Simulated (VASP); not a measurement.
Set up this calculation in VASP 6.6.1, as the native input.

- Task: band structure
- Functional: AM05
- Potentials or basis: VASP PAW PBE potentials, release 64 (As, Ga_d)
- Cutoff: 520 eV
- k mesh: 8 × 8 × 8
- Occupations: fermi-dirac, width 0.05 eV
- Spin: no spin polarisation
- Further INCAR settings: ALGO = Normal; EDIFF = 1e-06

Crystal: GaAs.

```
As Ga
1.0
     0.00000    2.82685    2.82685
     2.82685    0.00000    2.82685
     2.82685    2.82685    0.00000
As Ga
1 1
Cartesian
  4.2403 4.2403 4.2403
  0.0000 0.0000 0.0000
```

The input as run:

POSCAR

```
GaAs
1.0
    0.0000000000      2.8268500000      2.8268500000
    2.8268500000      0.0000000000      2.8268500000
    2.8268500000      2.8268500000      0.0000000000
As Ga
1 1
Direct
    0.7500000000      0.7500000000      0.7500000000
    0.0000000000      0.0000000000      0.0000000000
```

INCAR.step1

```
ALGO = Normal ; EDIFF = 1E-6
ENCUT = 520 ; GGA = AM
ISIF = 2 ; ISMEAR = -1
LASPH = True ; LCHARG = True
LREAL = False ; LWAVE = False
NELM = 100 ; PREC = Accurate
SIGMA = 0.05
```

KPOINTS.step1

```
k-points
0
Gamma
  8 8 8
```

INCAR.step2

```
ALGO = Normal ; EDIFF = 1E-6
ENCUT = 520 ; GGA = AM
ICHARG = 11 ; ISIF = 2
ISMEAR = 0 ; LASPH = True
LCHARG = False ; LREAL = False
LWAVE = False ; NELM = 100
PREC = Accurate ; SIGMA = 0.05
```

KPOINTS.step2

```
path GXWKGLUWLK,UX
15
line-mode
reciprocal
 0.0000000000  0.0000000000  0.0000000000  G
 0.5000000000  0.0000000000  0.5000000000  X

 0.5000000000  0.0000000000  0.5000000000  X
 0.5000000000  0.2500000000  0.7500000000  W

 0.5000000000  0.2500000000  0.7500000000  W
 0.3750000000  0.3750000000  0.7500000000  K

 0.3750000000  0.3750000000  0.7500000000  K
 0.0000000000  0.0000000000  0.0000000000  G

 0.0000000000  0.0000000000  0.0000000000  G
 0.5000000000  0.5000000000  0.5000000000  L

 0.5000000000  0.5000000000  0.5000000000  L
 0.6250000000  0.2500000000  0.6250000000  U

 0.6250000000  0.2500000000  0.6250000000  U
 0.5000000000  0.2500000000  0.7500000000  W

 0.5000000000  0.2500000000  0.7500000000  W
 0.5000000000  0.5000000000  0.5000000000  L

 0.5000000000  0.5000000000  0.5000000000  L
 0.3750000000  0.3750000000  0.7500000000  K

 0.6250000000  0.2500000000  0.6250000000  U
 0.5000000000  0.0000000000  0.5000000000  X
```

Potentials or basis: VASP PAW PBE potentials, release 64 (As, Ga_d).

Run with:

```sh
$ cat potpaw_PBE.64/As/POTCAR potpaw_PBE.64/Ga_d/POTCAR > POTCAR
$ cp INCAR.step1 INCAR
$ cp KPOINTS.step1 KPOINTS
$ mpirun -np 1 vasp_std > vasp.out
$ cp INCAR.step2 INCAR
$ cp KPOINTS.step2 KPOINTS
$ mpirun -np 1 vasp_std > vasp.out
```

It gave:

| Property | Result |
| --- | --- |
| Band gap on the k mesh | 0.51 eV, direct |
| Band gap along the path | 0.51 eV, direct |

Caveat: the log is that of the step along the path at fixed density, whose energy, stress, charges and moments have no meaning.

Wall time 48 s on 1 thread of Intel(R) Xeon(R) Platinum 8488C (Sapphire Rapids) (shared host), peak memory 0.23 GiB.
